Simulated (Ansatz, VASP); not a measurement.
# Cu in VASP and in Ansatz

```
CELL_PARAMETERS angstrom
0.00000 2.48551 2.48551
2.48551 0.00000 2.48551
2.48551 2.48551 0.00000
ATOMIC_POSITIONS crystal
Cu 0.87500 0.87500 0.87500
Cu 0.12500 0.12500 0.12500
```

Change from the starting cell: volume scaled by 0.9, LAPW.

Alike in both runs: task single point; functional LDA; k mesh 15 × 15 × 15; occupations fermi-dirac, width 0.08 eV; no spin polarisation.

|  | VASP | Ansatz |
| --- | --- | --- |
| version | VASP 6.6.1 | Ansatz 0.2.0 |
| potentials or method | VASP PAW LDA potentials, release 64 (Cu), cutoff 520 eV | all-electron LAPW, scalar-relativistic |

VASP gave:

* pressure (GPa): 11.1

Question: What did Ansatz give for the same quantities?

Answer: Pressure (GPa): 10.8.

Ansatz ran all-electron here, so the differences hold the error of VASP's frozen core and of both bases.
